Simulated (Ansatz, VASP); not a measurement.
As in VASP and in Ansatz

```xyz
2
Lattice="3.5002 0.0000 0.0000 -1.7501 3.0313 0.0000 0.0000 0.0000 28.5742" Properties=species:S:1:pos:R:3 pbc="T T T"
As    0.0000    2.0208   13.5786
As    1.7501    1.0104   14.9957
```

Change from the starting cell: biaxial strain -0.020, atoms relaxed.

Alike in both runs: functional PBE; dispersion D3(BJ); k mesh 9 × 9 × 1; occupations gaussian, width 0.02 eV; no spin polarisation.

Ansatz relaxed the structure, and its values are those at the end. VASP's run is a single point on that final structure, the one shown.

|  | VASP | Ansatz |
| --- | --- | --- |
| version | VASP 6.6.1 | Ansatz 0.2.0 |
| potentials or method | VASP PAW PBE potentials, release 64 (As) | scalar-relativistic, plane waves, PAW |
| plane-wave cutoff (eV) | 520 | 420 |
| valence electrons in the cell | 10 | 30 |

|  | VASP | Ansatz | Ansatz less VASP |
| --- | --- | --- | --- |
| gap on the k mesh at the Fermi level (eV) | 1.32 | 1.32 | -0.004 |
| least direct gap on the mesh (eV) | 2.21 | 2.22 | +0.010 |
| rms of the force components (eV/Å) | 0.060 | 0.002 | -0.0580 |

The two sets of potentials don't hold the same shells in valence. Ansatz warned: «stress_scf_threshold_loose».
